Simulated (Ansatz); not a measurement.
**Preparing ZnO (P6_3mc) as a host crystal**

Aim: the runs on the perfect crystal ZnO (P6_3mc) that a defect calculation needs first.

Main program and level: Ansatz 0.2.0; plane-wave PAW DFT, PBEsol; relaxation of the host's cell and atoms; PAW set soft_1, in the first sound run; inputs show where later runs differ.

### 1. The starting structure

It takes space group P6_3mc (No. 186, hexagonal). The conventional cell has a = 3.237 Å, b = 3.237 Å, c = 5.222 Å, α = 90.00°, β = 90.00°, γ = 120.00°. Nearest to Zn lie 4 O at 1.97 to 1.98 Å. O has 4 Zn at 1.97 to 1.98 Å nearest. Farther neighbours and most contacts between anions are not listed.

### 2. Host cell relaxation

Lattice and positions are set free, within the symmetry that the program keeps.

cell/input.yaml

```yaml
crystal:
  lattice:
    - [3.237351, 0.0, 0.0]
    - [-1.6186755, 2.8036282, 0.0]
    - [0.0, 0.0, 5.2220613]
  atoms:
    - { symbol: Zn, position: [0.66666667, 0.33333333, 0.5005917] }
    - { symbol: Zn, position: [0.33333333, 0.66666667, 0.0005917] }
    - { symbol: O, position: [0.66666667, 0.33333333, 0.8797183] }
    - { symbol: O, position: [0.33333333, 0.66666667, 0.3797183] }
basis:
  ecutwfc: 420
  xc_grid: 2
hamiltonian:
  xc: pbesol
  pseudopotentials: { kind: paw, azcp: { folder: soft_1 }, xc_functional: pbe }
kpoints:
  mp_grid: { grid: [10, 10, 6] }
scf:
  occupations: { method: fixed }
  max_iter: 100
relax:
  f_tol: 0.005
  max_steps: 60
  cell: {}
output:
  forces: true
  stress: true
checkpoint:
  write: "../cell.run"
  compress: false
  write_wavefunctions: false
  write_every: 100000
```

Command:

```
ansatz run input.yaml --threads 32 --pin off --max-ram 84787MiB --backend cuda --events-out ev --progress --plain --runs-dir out --max-vram 78GiB
```

Numbers of over 12 decimals in the logs are rounded to 6 here.

What it wrote:

```text
[... repeated set-up lines and file paths are left out, and long positions are rounded to six places ...]
Engine: ansatz 0.2.0, aarch64-unknown-linux-gnu
Pseudopotentials: kind: paw
Pseudopotential: Zn, paw, valence charge 12, recommended cutoff 420 eV (normal), soft_1/Zn.paw.azcp
Pseudopotential: O, paw, valence charge 6, recommended cutoff 420 eV (normal), soft_1/O.paw.azcp
Functional definition: PBEsol
  exchange = pbesol_x
  correlation = pbesol_c
[...]
Crystal: 4 atoms, lattice volume = 47.397 Å³
Basis set: ecut = 420 eV, 941 PW (Γ), exchange–correlation on 48×48×72 points (8 copies of the dense FFT grid, shifted against one another)
Bands: 22, of which v1, the nominal top of the filled ones, is band 18 counted from 1 (17 counted from 0)
Symmetry: 12 space group operations
Space group: P63mc (ITA 186), of the structure as read, at distance tolerance 3.6e-5 Å
k-points: 56 of 600 (time reversal used)
Non-local potential: Zn, projectors of the file, l = 0: 2, l = 1: 2, l = 2: 3, l = 3: 1
Non-local potential: O, projectors of the file, l = 0: 2, l = 1: 2, l = 2: 1
PAW form: soft (Blöchl's): semilocal exchange-correlation on the pseudo side does not see the compensation charge
PAW frozen core: Zn, regenerated for the run's functional, and the local potential with it (the file was generated under x = pbe(κ = 0.804, μ = 0.219515), c = pbe(β = 0.066725))
PAW frozen core: O, regenerated for the run's functional, and the local potential with it (the file was generated under x = pbe(κ = 0.804, μ = 0.219515), c = pbe(β = 0.066725))
PAW one-centre angular grid: Zn, 590 points (default); XC on 64 Gauss nodes
PAW one-centre angular grid: O, 110 points (default); XC on 64 Gauss nodes
Initial density: superposition of atomic densities (chi_scale 0.1, normalization cell, long waves kept (reshape's long-wave potential 0.00 eV rms))
Initial wavefunctions: pseudopotential atomic-orbital guess
[...]
Functional: x = pbesol(κ = 0.804, μ = 0.123457), c = pbesol(β = 0.046)
SCF iter   1: F=—  HF=-7685.187301 eV  |Δ(HF+E_count)|=         —  Δρ=1.10e-1  dr2=3.04e0  Hψ=5775
preconditioner: auto → Resta (q_TF=auto, 2.606 Å⁻¹)  ε∞=6.5  [insulator: Δε(μ)=1.062 eV  Ē_g=13.810 eV  n_scr=22 (ndim 8)  ℏωp=32.4 eV  f_vac=0.000  ε∞_Penn≈6.5]
SCF iter   2: F=—  HF=-7684.362238 eV  |Δ(HF+E_count)|=   8.25e-1  Δρ=2.22e-2  dr2=2.12e-1  Hψ=2792
[...]
SCF iter   9: F=-7684.261568 eV  HF=-7684.261568 eV  |Δ(HF+E_count)|=   1.45e-6  Δρ=1.15e-5  dr2=4.40e-8  Hψ=5575
SCF 1 converged in 9 iterations: F = -7684.261568 eV  dr2 = 4.40e-8
  greatest PAW one-centre occupation: 0.987 electrons in one spin orbital (limit 2), on the Zn atom at site 0 (counted from 0), in its partial waves of l = 2
relax step   1: F+E_penalty+E_count = -7684.26156833 eV  Δ(F+E_penalty+E_count) = +0.000e0 eV  max|allowed force component| = 5.034e-4 eV/Å  Δτ_max = 0.0000 Å  P = -0.749 GPa  Ω = 47.397 Å³  (9 SCF iters, dr2 threshold 1.00e-7 eV, accepted)
[... the SCF cycles and remarks between the steps are left out from here to the last step ...]
relax step   2: F+E_penalty+E_count = -7684.26237838 eV  Δ(F+E_penalty+E_count) = -8.100e-4 eV  max|allowed force component| = 2.642e-4 eV/Å  Δτ_max = 0.0001 Å  P = -0.363 GPa  Ω = 47.272 Å³  energy of the carried Pulay correction = +3.734e-4 eV  (4 SCF iters, dr2 threshold 4.00e-7 eV, accepted)
relax step   3: F+E_penalty+E_count = -7684.26286136 eV  Δ(F+E_penalty+E_count) = -4.830e-4 eV  max|allowed force component| = 1.287e-3 eV/Å  Δτ_max = 0.0002 Å  P = +0.005 GPa  Ω = 47.155 Å³  energy of the carried Pulay correction = +7.239e-4 eV  (4 SCF iters, dr2 threshold 3.65e-7 eV, accepted)
[...]
iter 1 solved again at ethr=2.52e-7 eV; its pass at ethr=3.10e-3 eV (dr2=9.09e-5 eV) is discarded
SCF iter   1: F=—  HF=-7684.261858 eV  |Δ(HF+E_count)|=         —  Δρ=7.26e-5  dr2=7.99e-7  Hψ=9282
[...]
SCF iter   2: F=—  HF=-7684.262004 eV  |Δ(HF+E_count)|=   1.46e-4  Δρ=4.08e-5  dr2=3.02e-7  Hψ=2111
SCF iter   3: F=—  HF=-7684.262004 eV  |Δ(HF+E_count)|=   3.93e-8  Δρ=8.96e-6  dr2=2.32e-8  Hψ=2178
SCF iter   4: F=—  HF=-7684.262004 eV  |Δ(HF+E_count)|=  7.86e-10  Δρ=2.43e-6  dr2=2.05e-9  Hψ=2186
SCF iter   5: F=—  HF=-7684.262004 eV  |Δ(HF+E_count)|=   4.09e-9  Δρ=9.74e-7  dr2=6.60e-10  Hψ=2075
SCF iter   6: F=-7684.262004 eV  HF=-7684.262004 eV  |Δ(HF+E_count)|=  3.57e-10  Δρ=4.04e-7  dr2=3.95e-11  Hψ=7059
SCF 4 converged in 6 iterations: F = -7684.262004 eV  dr2 = 3.95e-11
relax step   4: F+E_penalty+E_count = -7684.26200382 eV  Δ(F+E_penalty+E_count) = +8.575e-4 eV  max|allowed force component| = 1.254e-3 eV/Å  Δτ_max = 0.0000 Å  P = -0.013 GPa  Ω = 47.155 Å³  stress off target by 1.46e-2 GPa  SCF on the basis re-selected at this cell (its energy is not comparable with the rows above)  (6 SCF iters)
basis re-selected at this cell: Δ(F+E_penalty+E_count) = +8.575e-4 eV, ΔP = -0.018 GPa vs the last step (what re-selecting the basis moved, of the pressure what is left beyond the Pulay correction that the steps carried, after the strain that the cell walked [...]
SCF converged after 6 iterations
Free energy (F): -7684.262004 eV
Harris-Foulkes:  -7684.262004 eV  (|F-HF|=3.55e-11)
Internal energy: -7684.262004 eV  (E = F + TS)
E sigma→0 (E₀):  -7684.262004 eV
Fermi energy:    7.166978 eV
--- Per-component energies (eV) ---
  E_band       = 61.785192
  E_kinetic    = 629.655828
  E_local      = -4424.407293  (includes V_loc(G=0)·N_el)
  E_nonlocal   = 1757.797033
  E_hartree    = 1656.942077
  E_xc         = -295.311987
  E_vxc        = -282.146098  (∫ρ·V_xc dr)
  E_paw        = -4038.553199  (= ΣΔE_a)
  E_vpaw       = -932.999747  (= ΣTr[D̂ρ^β])
  E_aug_tail   = 0.001176  (compensation charges beyond the density's cutoff)
  E_ewald      = -2972.050927
  E_core_change = 1.665288  (= ΣΔE_core)
  E_smearing   = -0.000000  (= −TS)
  E_closure    = -0.000000  (closes the sum)
  Σ components = -7684.262004   (vs F -7684.262004, Δ=0.00e0)
--- Forces (eV/Å), atoms counted from 1 ---
  atom   1  Zn     0.00000000     0.00000000     0.00125354
  atom   2  Zn     0.00000000    -0.00000000     0.00125354
  atom   3  O      0.00000000    -0.00000000    -0.00125356
  atom   4  O      0.00000000     0.00000000    -0.00125356
  max |Σ_I F_I| component: 3.01e-8 eV/Å
--- Stress (GPa, compression-positive) ---
       -0.014620       0.000000      -0.000000
        0.000000      -0.014620       0.000000
       -0.000000       0.000000      -0.010000
  P = ⅓ Tr σ = -0.0131 GPa (-0.131 kbar)
--- Band table (eV; the first three rows and the last of 56) ---
  k-point 0: bands = ["-10.9529", "-10.1792", "1.3852", "1.3899", "1.3899", "1.4343", "1.5851", "1.5851", "2.6060", "2.6060", "2.8221", [... rest cut ...]
  k-point 1: bands = ["-10.9040", "-10.2341", "1.2838", "1.3798", "1.3969", "1.3969", "1.5652", "1.5652", "2.6258", "2.6258", "2.8138", [... rest cut ...]
--- Relaxed structure (3 steps of the walk, 3 accepted, 1 SCFs on fresh bases) ---
  F+E_penalty+E_count = -7684.26200382 eV   max|allowed force component| = 1.254e-3 eV/Å   (the final SCF, on the basis selected at the relaxed cell)
  cell:  # Å, volume = 47.1549 Å³
    - [3.231218, 0.0, 0]
    - [-1.615609, 2.798317, 0]
    - [0, 0, 5.215114]
  atoms:
    - { symbol: Zn, position: [0.666667, 0.333333, 0.500641] }
    - { symbol: Zn, position: [0.333333, 0.666667, 0.000641] }
    - { symbol: O, position: [0.666667, 0.333333, 0.879669] }
    - { symbol: O, position: [0.333333, 0.666667, 0.379669] }
```

Run time: 2.3 s. Hardware: 1 × NVIDIA GB200 with 32 threads of Arm Neoverse V2, shared host; peak memory 1 GiB.

Relaxation path:

```csv
step,energy less that of the first step (eV),largest force component (eV/Å),pressure (GPa),volume (Å³)
1,0.0000,0.0005,-0.75,47.40
2,-0.0008,0.0003,-0.36,47.27
3,-0.0013,0.0013,0.01,47.15
4*,-0.0004,0.0013,-0.01,47.15
```

Relaxation steps marked * repeat the geometry before them on a plane-wave basis chosen anew for their cell, so energy and pressure can jump there.

The run keeps the 12 symmetry operations that it works with, so distortions that break them were not tested.

```csv
"conventional cell, symmetrised",before,after,change
a (Å),3.237,3.231,-0.2 %
b (Å),3.237,3.231,-0.2 %
c (Å),5.222,5.215,-0.1 %
volume (Å³/atom),11.85,11.79,-0.5 %
```

This step gave:

```yaml
pressure: -0.01308 GPa
```

The cell shrank by 0.5 % in volume.

### 3. Dielectric tensors of the host

The response to a uniform electric field gives the electronic dielectric tensor.

This step: plane-wave PAW DFPT, PBEsol; dielectric tensors, Born charges and zone-centre modes of the host; PAW set soft_1 (Ansatz 0.2.0).

eps/input.yaml

```yaml
crystal:
  lattice:
    - [3.2312179553, 0.0, 0.0]
    - [-1.6156089777, 2.7983168345, 0.0]
    - [0.0, 0.0, 5.2151142287]
  atoms:
    - { symbol: Zn, position: [0.6666666667, 0.3333333333, 0.5006413159] }
    - { symbol: Zn, position: [0.3333333333, 0.6666666667, 0.0006413159] }
    - { symbol: O, position: [0.6666666667, 0.3333333333, 0.8796686841] }
    - { symbol: O, position: [0.3333333333, 0.6666666667, 0.3796686841] }
basis:
  ecutwfc: 420
hamiltonian:
  xc: pbesol
  pseudopotentials: { kind: paw, azcp: { folder: soft_1 }, xc_functional: pbe }
kpoints:
  mp_grid: { grid: [9, 9, 5] }
scf:
  occupations: { method: fixed }
  max_iter: 100
phonons:
  method: dfpt
  dielectric: true
  rigid_motions: translations
```

What it wrote:

```text
[...]
Crystal: 4 atoms, lattice volume = 47.155 Å³
Basis set: ecut = 420 eV, 941 PW (Γ), exchange–correlation on 48×48×72 points (8 copies of the dense FFT grid, shifted against one another)
Bands: 22, of which v1, the nominal top of the filled ones, is band 18 counted from 1 (17 counted from 0)
Symmetry: 12 space group operations
k-points: 115 of 405 (irreducible under 2 space group operations, time reversal used)
[...]
SCF iter   1: F=—  HF=-7685.184058 eV  |Δ(HF+E_count)|=         —  Δρ=1.10e-1  dr2=3.03e0  Hψ=11941
[...]
SCF iter   2: F=—  HF=-7684.362645 eV  |Δ(HF+E_count)|=   8.21e-1  Δρ=2.22e-2  dr2=2.12e-1  Hψ=5758
[...]
SCF iter  11: F=-7684.262011 eV  HF=-7684.262011 eV  |Δ(HF+E_count)|=  2.73e-10  Δρ=2.58e-7  dr2=2.52e-11  Hψ=15945
SCF 1 converged in 11 iterations: F = -7684.262011 eV  dr2 = 2.52e-11
[...]
the response reads at least the filled bands of the reference SCF and the lowest empty band at each k-point, and that SCF's band table does not vouch for those bands. The notice of the band table in this run's record says why
[...]
NSCF: frozen V_eff on 1 k-points
[...]
NSCF: frozen V_eff on 36 k-points, pencils in batches of 32, up to order 88
[...]
DFPT response loops at q = (0, 0, 0) (fractional): preconditioner auto → Resta (q_TF=auto, 2.608 Å⁻¹)  ε∞=9.3 (no band partly filled); β = 1.00, the filter's whole step (`scf.mixing.beta` (0.50) is not read by the response loops at its default; [...]
[...]
DFPT response loops at Γ: preconditioner auto → Resta (q_TF=auto, 2.608 Å⁻¹)  ε∞=9.3 (no band partly filled); β = 1.00, the filter's whole step (`scf.mixing.beta` (0.50) is not read by the response loops at its default; [...]
── the response to a field inside a basis, on 14×14×8 k-points: an SCF that follows is theirs, and a resumed run solves both again ──
[...]
Bands: 19, of which v1, the nominal top of the filled ones, is band 18 counted from 1 (17 counted from 0)
k-points: 224
[...]
Eigensolver: Dense (224 Hₖ)
SCF iter   1: F=—  HF=-7684.261116 eV  |Δ(HF+E_count)|=         —  Δρ=4.03e-4  dr2=1.51e-5
[...]
SCF iter   4: F=-7684.261115 eV  HF=-7684.261115 eV  |Δ(HF+E_count)|=   1.27e-6  Δρ=1.95e-5  dr2=8.32e-8
SCF 1 converged in 4 iterations: F = -7684.261115 eV  dr2 = 8.32e-8
[...]
WARN: field response: ε∞ stands inside a basis, on 14×14×8 points; [...]
SCF converged after 11 iterations
Free energy (F): -7684.262011 eV
[...]
Internal energy: -7684.262011 eV  (E = F + TS)
E sigma→0 (E₀):  -7684.262011 eV
Fermi energy:    7.167200 eV
[...]
--- Band table (eV; the first three rows and the last of 115) ---
[...]
--- Phonons (Γ-DFPT): 4 representative perturbations + reference (Σ response iterations 24) ---
  k mesh reduced under 2 symmetry operations, with k and −k counted as one. Each operation leaves every solved perturbation unchanged. A smaller set is not considered because the run solves the response to a homogeneous field
  ASR residual: 2.043e-4 → 0.000e0 eV/Å²; symmetrization residual: 2.177e-9 eV/Å²
  ASR residual per site (eV/Å²): 8.74e-5 8.74e-5 2.04e-4 2.04e-4
  Γ frequencies (cm⁻¹): 0.00 0.00 0.00 88.48 88.48 251.30 368.54 388.52 388.52 420.23 420.23 530.01
  ε∞ (high-frequency dielectric tensor):
        5.298570     0.000000     0.000000
        0.000000     5.298570     0.000000
        0.000000     0.000000     5.341979
  ε⁰ (static dielectric tensor: ions relaxed, cell fixed):
       10.073363     0.000000     0.000000
        0.000000    10.073363    -0.000000
        0.000000    -0.000000    10.928980
  ε⁰ − ε∞ (ionic part):
        4.774793     0.000000     0.000000
        0.000000     4.774793    -0.000000
        0.000000    -0.000000     5.587001
  softest optical mode at Γ: 88.48 cm⁻¹; the repairs (sum rule, projections) moved no ω² at Γ by more than (1.86 cm⁻¹)²
  Born effective charges Z* (e; rows j = field, columns β = displacement):
    site 0:
         2.10687    0.00000    0.00000
         0.00000    2.10687    0.00000
         0.00000    0.00000    2.16185
    site 1:
         2.10687    0.00000   -0.00000
         0.00000    2.10687    0.00000
         0.00000    0.00000    2.16185
    site 2:
        -2.10687   -0.00000   -0.00000
        -0.00000   -2.10687   -0.00000
        -0.00000   -0.00000   -2.16185
    site 3:
        -2.10687   -0.00000   -0.00000
        -0.00000   -2.10687   -0.00000
        -0.00000   -0.00000   -2.16185
  Z* charge neutrality: 1.250e-3 e pre-enforcement
  solved inside a basis spanned on kpoints, on 14×14×8 k-points transformed towards the longest dipole: ε∞ is read to err by 1.7e-2, Z* by 1.3e-2 e (field_mesh: kpoints solves on kpoints); Z* is corrected for what the basis lacks
  optical modes at Γ without the LO–TO term, one row a degenerate level:
      ω (cm⁻¹)  modes    IR ((D/Å)²/amu)
         88.48      2             0.0000
        251.30      1             0.0000
        368.54      1            16.7771
        388.52      2            31.8692
        420.23      2             0.0000
        530.01      1             0.0000
  optical modes at Γ + LO–TO along q̂ = [1.0000, 0.0000, 0.0000]:
      ω (cm⁻¹)  modes    IR ((D/Å)²/amu)
         88.48      2             0.0000
        251.30      1             0.0000
        368.54      1            16.7771
        388.52      1            15.9346
        420.23      2             0.0000
        530.01      1             0.0000
        535.70      1            15.9346
  optical modes at Γ + LO–TO along q̂ = [0.0000, 1.0000, 0.0000]:
      ω (cm⁻¹)  modes    IR ((D/Å)²/amu)
         88.48      2             0.0000
        251.30      1             0.0000
        368.54      1            16.7771
        388.52      1            15.9346
        420.23      2             0.0000
        530.01      1             0.0000
        535.70      1            15.9346
  optical modes at Γ + LO–TO along q̂ = [0.0000, 0.0000, 1.0000]:
      ω (cm⁻¹)  modes    IR ((D/Å)²/amu)
         88.48      2             0.0000
        251.30      1             0.0000
        388.52      2            31.8692
        420.23      2             0.0000
        527.14      1            16.7771
        530.01      1             0.0000
```

The job ended after 14 s (1 × NVIDIA GB200 with 32 threads; peak memory 2.3 GiB; 87 s of CPU time).

Electronic dielectric tensor:

```
5.30 0.00 0.00
0.00 5.30 0.00
0.00 0.00 5.34
```

Static dielectric tensor:

```
10.07  0.00  0.00
 0.00 10.07  0.00
 0.00  0.00 10.93
```

The principal values of the electronic dielectric tensor are 5.30, 5.30 and 5.34. The principal values of the static dielectric tensor are 10.07, 10.07 and 10.93.

(Continued in part 2 of 3.)

[Logs are printed without paths, hosts, clocks, repeated set-up lines and the standing remarks that a program may print on its own settings, such as how far it seeks lower states.]

[Hosts, paths, dates, database ids (printed as entryN), source tags and the programs' standing remarks are cut or masked in the printed files.]

[Runs of the host that timed out are not shown.]

[For some hosts the program warned that the k-mesh of the response run may be too coarse for force constants and the static dielectric constant; such warnings are not always shown.]
